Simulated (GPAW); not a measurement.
# GaP (F-43m) in GPAW: settings compared, part 2 of 2

GPAW 26.7.0. The steps go on from the part before.

**4. Equation of state, BLYP**

Input file run.py:

```python
from ase.eos import EquationOfState
from ase.io import Trajectory, read
from ase.units import GPa
from gpaw import GPAW, PW, setup_paths

setup_paths.insert(0, '.')

atoms = read('GaP.xyz')

traj = Trajectory('eos.traj', 'w')
volumes, energies = [], []
for x in [0.94, 0.96, 0.98, 1.0, 1.02, 1.04, 1.06]:
    a = atoms.copy()
    a.set_cell(atoms.cell * x**(1 / 3), scale_atoms=True)
    calc = GPAW(mode=PW(600),
                xc='BLYP',
                kpts={'size': (8, 8, 8), 'gamma': True},
                occupations={'name': 'fermi-dirac', 'width': 0.05},
                nbands=11,
                convergence={'density': 1e-05, 'energy': 1e-05},
                eigensolver='davidson',
                maxiter=150,
                txt=f'eos-{x:.2f}.txt')
    a.calc = calc
    energies.append(a.get_potential_energy(force_consistent=True))
    volumes.append(a.get_volume())
    p = -a.get_stress()[:3].mean() / GPa
    calc.write(f'eos-{x:.2f}.gpw')
    traj.write(a)
    print(f'{x:.2f} {volumes[-1]:10.4f} A^3 {energies[-1]:14.6f} eV {p:9.3f} GPa', flush=True)

v0, e0, B = EquationOfState(volumes, energies, eos='birchmurnaghan').fit()
print(f'V0 = {v0:.4f} A^3, E0 = {e0:.6f} eV, B0 = {B / GPa:.2f} GPa')
```

Input file GaP.xyz:

```xyz
2
Lattice="0.0000000000 2.7252500000 2.7252500000 2.7252500000 0.0000000000 2.7252500000 2.7252500000 2.7252500000 0.0000000000" Properties=species:S:1:pos:R:3 pbc="T T T"
Ga     0.0000000000      0.0000000000      0.0000000000
P      4.0878750000      4.0878750000      4.0878750000
```

Potentials or basis: PAW data sets generated in the run's folder for this functional, pw.

Started as:

```sh
gpaw-setup -f BLYP Ga P
OMP_NUM_THREADS=1 python run.py
```

Wall time 42 s (1 thread of Intel Xeon Platinum 8488C (Sapphire Rapids), shared host); peak memory 0.21 GiB.

It converged, with:

```
Equilibrium volume : 22.27 Å³/atom (rough: see the caveat)
Bulk modulus       : 67 GPa (rough)
```

Energy against volume, from the lowest point:
```csv
volume (Å³/atom),energy (meV/atom)
19.026,127.31
19.431,91.96
19.836,63.06
20.240,39.97
20.645,22.10
21.050,8.94
21.455,0.00
```

Caveat: the data sets keep Ga 3d, Li 1s and Be 1s frozen, and some such compounds lay over 1.5 % in volume off other programs; the minimum lies outside the volumes run.

**5. Equation of state, revPBE+D4**

Input file run.py:

```python
from ase import Atoms
from ase.calculators.mixing import SumCalculator
from ase.eos import EquationOfState
from ase.io import Trajectory
from ase.units import GPa
from dftd4.ase import DFTD4
from gpaw import GPAW, PW

atoms = Atoms(['Ga', 'P'],
              cell=[[0.0, 2.72525, 2.72525],
                    [2.72525, 0.0, 2.72525],
                    [2.72525, 2.72525, 0.0]],
              scaled_positions=[[0.0, 0.0, 0.0],
                                [0.75, 0.75, 0.75]],
              pbc=True)

traj = Trajectory('eos.traj', 'w')
volumes, energies = [], []
for x in [0.94, 0.96, 0.98, 1.0, 1.02, 1.04, 1.06]:
    a = atoms.copy()
    a.set_cell(atoms.cell * x**(1 / 3), scale_atoms=True)
    calc = GPAW(mode=PW(600),
                xc='revPBE',
                kpts={'size': (8, 8, 8), 'gamma': True},
                occupations={'name': 'fermi-dirac', 'width': 0.05},
                nbands=11,
                convergence={'density': 1e-05, 'energy': 1e-05},
                maxiter=150,
                txt=f'eos-{x:.2f}.txt')
    a.calc = SumCalculator([calc, DFTD4(method='revpbe')])
    energies.append(a.get_potential_energy())
    volumes.append(a.get_volume())
    p = -a.get_stress()[:3].mean() / GPa
    calc.write(f'eos-{x:.2f}.gpw')
    traj.write(a)
    print(f'{x:.2f} {volumes[-1]:10.4f} A^3 {energies[-1]:14.6f} eV {p:9.3f} GPa', flush=True)

v0, e0, B = EquationOfState(volumes, energies, eos='birchmurnaghan').fit()
print(f'V0 = {v0:.4f} A^3, E0 = {e0:.6f} eV, B0 = {B / GPa:.2f} GPa')
```

Potentials or basis: the program's PAW data sets (release 1.2.1) made for this functional, pw.

Started as:

```sh
OMP_NUM_THREADS=1 python run.py
```

Wall time 49 s (1 thread of Intel Xeon Platinum 8488C (Sapphire Rapids), shared host); peak memory 0.21 GiB.

It converged, with:

| Quantity | Value |
| --- | --- |
| Equilibrium volume | 20.23 Å³/atom |
| Bulk modulus | 91 GPa |
| Pressure derivative of the bulk modulus | 4.7 |

Energy against volume, from the lowest point:
```
volume (Å³/atom)  energy (meV/atom)
          19.026              22.76
          19.431               9.64
          19.836               2.27
          20.240               0.00
          20.645               2.32
          21.050               8.71
          21.455              18.74
```

Caveat: the data sets keep Ga 3d, Li 1s and Be 1s frozen, and some such compounds lay over 1.5 % in volume off other programs.

**6. Equation of state, OLYP+D4**

Input file run.py:

```python
from ase.calculators.mixing import SumCalculator
from ase.eos import EquationOfState
from ase.io import Trajectory
from ase.spacegroup import crystal
from ase.units import GPa
from dftd4.ase import DFTD4
from gpaw import GPAW, PW, setup_paths

setup_paths.insert(0, '.')

# Ga 4a
# P 4c
atoms = crystal(['Ga', 'P'],
                basis=[[0.0, 0.0, 0.0],
                       [0.25, 0.25, 0.25]],
                spacegroup=216, setting=1,  # F-43m
                cellpar=[5.4505, 5.4505, 5.4505, 90.0, 90.0, 90.0],
                primitive_cell=True)

traj = Trajectory('eos.traj', 'w')
volumes, energies = [], []
for x in [0.94, 0.96, 0.98, 1.0, 1.02, 1.04, 1.06]:
    a = atoms.copy()
    a.set_cell(atoms.cell * x**(1 / 3), scale_atoms=True)
    calc = GPAW(mode=PW(600),
                xc='GGA_X_OPTX+GGA_C_LYP',
                kpts={'size': (8, 8, 8), 'gamma': True},
                occupations={'name': 'fermi-dirac', 'width': 0.05},
                nbands=11,
                convergence={'density': 1e-05, 'energy': 1e-05},
                eigensolver='davidson',
                maxiter=150,
                txt=f'eos-{x:.2f}.txt')
    a.calc = SumCalculator([calc, DFTD4(method='olyp')])
    energies.append(a.get_potential_energy())
    volumes.append(a.get_volume())
    p = -a.get_stress()[:3].mean() / GPa
    calc.write(f'eos-{x:.2f}.gpw')
    traj.write(a)
    print(f'{x:.2f} {volumes[-1]:10.4f} A^3 {energies[-1]:14.6f} eV {p:9.3f} GPa', flush=True)

v0, e0, B = EquationOfState(volumes, energies, eos='birchmurnaghan').fit()
print(f'V0 = {v0:.4f} A^3, E0 = {e0:.6f} eV, B0 = {B / GPa:.2f} GPa')
```

Potentials or basis: PAW data sets generated in the run's folder for this functional, pw.

Started as:

```sh
gpaw-setup -f GGA_X_OPTX+GGA_C_LYP Ga P
OMP_NUM_THREADS=1 python run.py
```

Wall time 51 s (1 thread of Intel Xeon Platinum 8488C (Sapphire Rapids), shared host); peak memory 0.24 GiB.

It converged, with:

| Item | Value |
| --- | --- |
| Equilibrium volume | 19.59 Å³/atom |
| Bulk modulus | 96 GPa |
| Pressure derivative of the bulk modulus | 4.7 |

Energy against volume, from the lowest point:
| volume (Å³/atom) | energy (meV/atom) |
| --- | --- |
| 19.026 | 4.77 |
| 19.431 | 0.00 |
| 19.836 | 0.49 |
| 20.240 | 5.65 |
| 20.645 | 14.97 |
| 21.050 | 27.98 |
| 21.455 | 44.25 |

Caveat: the data sets keep Ga 3d, Li 1s and Be 1s frozen, and some such compounds lay over 1.5 % in volume off other programs.

**7. The runs side by side**

```tsv
level	potentials or basis	data set	eigensolver	V0 of scaled cells (Å³/atom)	B0 (GPa)
LDA	JTH PAW 2.0, LDA, pw	Ga jth, P jth	-	19.56	90
M06-L+D4	GPAW PAW data sets (gpaw-data 1.2.1), pw	-	-	-	-
BLYP	PAW data sets generated in the run's folder for this functional, pw	-	davidson	-	-
revPBE+D4	the program's PAW data sets (release 1.2.1) made for this functional, pw	-	-	20.23	91
OLYP+D4	PAW data sets generated in the run's folder for this functional, pw	-	davidson	19.59	96
```

Alike in all rows: task equation of state; no spin polarisation; cell as given; k mesh 8 × 8 × 8; cutoff (eV) 600; smearing fermi-dirac 0.05 eV.

Caveats: the data sets keep Ga 3d, Li 1s and Be 1s frozen, and some such compounds lay over 1.5 % in volume off other programs (some runs); the program truncates these outside data sets (some runs); the points scatter about the fit (some runs); the PAW data sets were made with another functional, which shifts forces and pressure a little (some runs); the minimum lies outside the volumes run (some runs).

Absolute energies hang on the potentials; compare differences alone.

**8. Comparison with measurements**

Step 2. Measured bulk modulus of GaP: 87.5 GPa (“Phosphorous dimerization in GaP at high pressure”, 2017, arxiv:1709.06667). This calculation gives 90 GPa (+3.4 %). The fit is for a static lattice scaled at fixed shape and fixed fractional positions.

Step 5. Measured bulk modulus of GaP: 87.5 GPa (“Phosphorous dimerization in GaP at high pressure”, 2017, arxiv:1709.06667). This calculation gives 91 GPa (+3.5 %). The fit is for a static lattice scaled at fixed shape and fixed fractional positions.

Step 6. Measured bulk modulus of GaP: 87.5 GPa (“Phosphorous dimerization in GaP at high pressure”, 2017, arxiv:1709.06667). This calculation gives 96 GPa (+9.8 %). The fit is for a static lattice scaled at fixed shape and fixed fractional positions.
